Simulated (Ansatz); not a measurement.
# BN: the cost of one run

Method: DFT PBE, scalar-relativistic, plane waves, PAW, in Ansatz 0.2.0.

3 further runs of the same task are left out: 3 set aside as unsound or not needed.

## Step 1: The system as given

The structure is cubic, space group F-43m (No. 216). Conventional cell: a = 3.625 Å, b = 3.625 Å, c = 3.625 Å, α = 90.00°, β = 90.00°, γ = 90.00°. B (site symmetry -43m) is surrounded by 4 N at 1.57 Å. N (site symmetry -43m) has 4 B at 1.57 Å as nearest neighbours.

Coordinates:

```
CELL_PARAMETERS angstrom
0.00000 1.81234 1.81234
1.81234 0.00000 1.81234
1.81234 1.81234 0.00000
ATOMIC_POSITIONS crystal
B 0.00000 0.00000 0.00000
N 0.75000 0.75000 0.75000
```

It goes back to an entry of the Materials Project.

It is the result of an earlier relaxation at this level (volume 5.95 Å³/atom; gap on the mesh: 4.46 eV).

## Step 2: Phonons at the zone centre

The input, input.yaml:

```yaml
crystal:
  lattice:
    - [0.0, 1.8139785461, 1.8139785461]
    - [1.8139785461, 0.0, 1.8139785461]
    - [1.8139785461, 1.8139785461, 0.0]
  atoms:
    - { symbol: B, position: [0.0, 0.0, 0.0] }
    - { symbol: "N", position: [0.75, 0.75, 0.75] }
basis:
  ecutwfc: 420
kpoints:
  mp_grid: { grid: [12, 12, 12] }
hamiltonian:
  xc: pbe
scf:
  occupations: { method: fixed }
output:
  eigenvalues: true
phonons:
  method: dfpt
  dielectric: true
  rigid_motions: translations
  eigenvectors: true
```

Started as:

```console
$ ansatz run input.yaml --threads 1 --pin off --max-ram 3072MiB --backend cpu --events-out ev --progress --plain --runs-dir out
```

What time and memory should one allow on 1 thread of Arm Neoverse V2, shared host?

About 9.6 s, with a peak of 0.37 GiB.
